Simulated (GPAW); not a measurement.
Runs of GPAW 26.7.0 on MoSe2. It takes space group P6_3/mmc (No. 194, hexagonal). Conventional cell: a = 3.288 Å, b = 3.288 Å, c = 12.900 Å, α = 90.00°, β = 90.00°, γ = 120.00°. Mo (site symmetry -6m2) is surrounded by 6 Se at 2.49 Å. Around Se (site symmetry 3m) lie 3 Mo at 2.49 Å. 

| task | level | potentials or basis | spin | cell | optimizer | fmax | max steps | target pressure | eigensolver | gap on the mesh (eV) | pressure (GPa) | largest force (eV/Å) |
| --- | --- | --- | --- | --- | --- | --- | --- | --- | --- | --- | --- | --- |
| relaxation of cell and atoms | revPBE+D3 | the program's PAW data sets (release 1.2.1) made for this functional, pw | off | relaxed to 10 GPa | BFGS | 0.02 eV/Å | 100 | 10 GPa | - | 0.34 | 10.0 | - |
| relaxation of cell and atoms | BLYP+D3 | PAW data sets generated in the run's folder for this functional, pw | off | relaxed to -1 GPa | LBFGS | 0.02 eV/Å | 60 | -1 GPa | davidson | (c) | -0.9 | 0.01 |
| band structure | AM05 | PAW data sets generated in the run's folder for this functional, pw | SOC, no magnetisation | as given | - | - | - | - | - | 0.84 | 2.8 | 0.67 |
| band structure | MS2 | GPAW PAW data sets (gpaw-data 1.2.1), pw | SOC, no magnetisation | as given | - | - | - | - | - | 0.90 | (a) | (b) |
| single point | TB-mBJ | GPAW PAW data sets for LDA (gpaw-data 1.2.1), pw | off | as given | - | - | - | - | - | 0.98 | - | - |

Alike in all rows: k mesh 6 × 6 × 2; cutoff (eV) 600; smearing fermi-dirac 0.05 eV.

Q: Estimate the missing entries.

A: (a) 4.7; (b) 0.81; (c) 0.91.

Caveats: the cell's inner coordinates are idealised or old, which leaves forces on the atoms (some runs); later steps reuse the first step's grids (some runs); spin-orbit coupling was added after a scalar SCF, so levels and gaps hold it while energy, forces, pressure and moments don't (some runs); this program's spin-orbit splittings come out too wide for heavy elements (some runs); the PAW data sets were made with another functional, which shifts forces and pressure a little (some runs); this functional lacks dispersion, which binds the layers, so the pressure and a relaxed spacing across them are unreliable (some runs); a model potential gives levels but no total energy (some runs).

A k mesh can miss the band edges, and rows without SOC leave out spin-orbit coupling on Mo, Se.

Runs at the PBE level aren't shown here.
